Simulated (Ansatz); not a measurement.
## An added O started as a split pair with an Al atom in corundum Al2O3, 121 atoms, charge −1

All numbers come from Ansatz (PAW, plane waves, no spin–orbit coupling) at the single k point (¼, ¼, ¼) without its symmetry partners. The atoms were relaxed with PBEsol in a fixed cell; other functionals are single points on those atoms unless said otherwise. The valence top and gap of the host come from its small cell on a dense mesh, with the band extrema sought between the mesh points, lined up by the mean potential, PBEsol gap 6.03 eV, HSE06 gap 7.99 eV. The charge correction uses an assumed dielectric constant of 10.

Relaxed structure:

```xyz
121
Lattice="9.5479 0.0000 0.0000 -4.7739 8.2687 0.0000 0.0000 0.0000 13.0136" Properties=species:S:1:pos:R:3 pbc="T T T"
Al    2.3710    1.3577    2.3931
Al    0.0162    5.5044    2.4308
Al    7.1507    1.3838    2.4351
Al    4.7257    5.4573    2.4882
Al   -0.0213    2.7322    0.2457
Al   -2.4041    6.8696    0.2592
Al    4.7423    2.7743    0.2835
Al    2.3792    6.8855    0.2603
Al    0.0160    2.7611    4.0973
Al   -2.3976    6.8817    4.0930
Al    4.7260    2.8087    4.0408
Al    2.3705    6.9081    4.1355
Al   -0.0185    2.7585    6.7611
Al   -2.4171    6.8896    6.7572
Al    4.7810    2.7536    6.7525
Al    2.3571    6.9239    6.8193
Al    9.5294    0.0096    4.5836
Al    7.1642    4.1226    4.6064
Al    4.7473    0.0159    4.5933
Al    2.3731    4.1951    4.6668
Al    4.7473    8.2498    1.9349
Al   -2.3844    4.1425    1.9217
Al   -0.0186    8.2559    1.9446
Al    2.3731    4.0705    1.8616
Al    9.5344    0.0043    8.4452
Al    7.1362    4.1374    8.4405
Al    4.7456    0.0048    8.4479
Al    2.3671    4.1414    8.4447
Al    4.7460    8.2608   11.0939
Al    7.1365    4.1282   11.1011
Al   -0.0133    8.2613   11.0965
Al    2.3674    4.1243   11.0968
Al    2.3675    1.3811    8.9234
Al   -0.0234    5.5108    8.9345
Al    7.1414    1.3811    8.9362
Al    4.7567    5.5194    8.9208
Al    2.3790    1.3800    6.2679
Al   -0.0216    5.5334    6.2826
Al    7.1435    1.3957    6.2691
Al    4.7416    5.4906    6.2435
Al    2.3570    1.3419   12.7229
Al   -0.0187    5.5072   12.7805
Al    7.1308    1.3759   12.7844
Al    4.7807    5.5118   12.7893
Al   -0.0235    2.7546   10.6073
Al   -2.4068    6.8843   10.6056
Al    4.7565    2.7461   10.6204
Al    2.3673    6.8842   10.6183
O    -3.3259    8.2641    3.2622
O    -0.9113    4.1326    3.2642
O     6.2222    0.0018    3.2665
O     4.0476    3.5912    2.4918
O     3.1018    0.0790    1.0870
O     0.7145    4.2319    1.0812
O     7.8617    0.1164    1.0923
O     5.6313    4.2837    0.9332
O    -0.7330    1.2864    3.2628
O    -3.0988    5.3897    3.2421
O     4.0130    1.2049    3.2755
O     1.6835    5.3863    3.2708
O     1.6834    2.8793    3.2574
O    -0.7332    6.9794    3.2650
O     6.4488    2.8752    3.2858
O     4.0126    7.0609    3.2527
O     0.8811    1.3454    1.0834
O    -1.4447    5.5117    1.0881
O     5.6701    1.3843    1.1021
O     3.3001    5.5113    1.0924
O     1.6381    0.1211    7.5977
O    -0.7550    4.2495    7.6020
O     6.4046    0.1247    7.6199
O     4.0218    4.2465    7.6053
O     0.7288    1.4976    5.4280
O    -1.6682    5.6329    5.4340
O     5.4870    1.4926    5.4346
O     2.9828    5.7109    5.6077
O    -1.4444    2.7532    5.4396
O    -3.8777    6.8809    5.4254
O     3.3004    2.7541    5.4355
O     0.8808    6.9205    5.4445
O    -0.7597    1.4815   11.9330
O    -3.1245    5.6448   11.9047
O     4.0285    1.4723   11.9095
O     1.6385    5.6154   11.9401
O     7.8753    2.8712    9.7725
O     5.4823    7.0097    9.7734
O     3.0974    2.8684    9.7683
O     0.7081    7.0027    9.7787
O     2.9842    2.5549    0.9212
O     0.7288    6.7683    1.1002
O     7.8799    2.6327    1.0942
O     5.4872    6.7729    1.0942
O     3.8296    1.3821    7.6024
O     1.4147    5.5280    7.6414
O     8.6089    1.3791    7.6079
O     6.2162    5.5339    7.6286
O     1.6388    2.6499    7.6012
O    -0.7598    6.7838    7.6085
O     6.4238    2.6204    7.6368
O     4.0288    6.7930    7.6319
O     0.7144    4.0339    5.4474
O    -1.6862    8.1494    5.4359
O     5.6316    3.9814    5.5945
O     3.1021    8.1867    5.4416
O     1.4150    2.7379   11.9010
O    -0.9391    6.8865   11.9344
O     6.2163    2.7315   11.9132
O     3.8297    6.8835   11.9399
O    -1.4853    8.2647    9.7628
O     0.9051    4.1326    9.7706
O     8.0626    0.0006    9.7786
O     5.6782    4.1327    9.7704
O     0.7085    1.2630    9.7633
O    -1.6724    5.3946    9.7695
O     5.4825    1.2560    9.7684
O     3.0976    5.3974    9.7733
O    -0.7547    4.0158   11.9396
O    -3.1431    8.1406   11.9220
O     4.0220    4.0189   11.9357
O     1.6385    8.1442   11.9438
O     4.0469    4.6761    4.0380
```

Chemical potentials μ are those of reference phases of the elements at zero temperature by the same functional (the usual solids, diamond for C, grey Sn, and the molecules H2, N2, O2, F2, Cl2, Br2 and S8).

```csv
functional,E(defect) − E(host) − Σ nμ + q·E_VBM (eV),monopole (eV),alignment (eV),formation energy at E_F = VBM (eV),moment (μB),"wall time, shared host"
PBEsol,6.88,0.19,-0.10,6.97,1.0,14 s on NVIDIA GB200 (relaxation)
HSE06,8.55,0.19,-0.10,8.64,1.0,43 s on NVIDIA GB200
```

HSE06 one-electron levels near the gap (the ten most localised at most), from the host's valence top, not corrected for the charge's images:

| level (eV) | spin | filling | atoms sharing it | element of the atom with most weight |
| --- | --- | --- | --- | --- |
| -0.22 | down | 1.00 | 53.6 | spread |
| -0.15 | up | 1.00 | 55.1 | spread |
| -0.13 | down | 1.00 | 51.0 | spread |
| 0.20 | down | 1.00 | 9.1 | O |
| 0.55 | up | 1.00 | 7.7 | O |
| 0.57 | up | 1.00 | 7.3 | O |
| 0.76 | down | 1.00 | 6.9 | O |
| 0.79 | down | 1.00 | 6.7 | O |
| 1.78 | up | 1.00 | 3.5 | O |
| 5.53 | down | 0.00 | 3.0 | O |

All elements are taken at their own reference at once; growth conditions in equilibrium with the host shift these energies, by up to the host's formation enthalpy.

One k point and a cell of this size can leave errors of several tenths of an eV in such numbers.
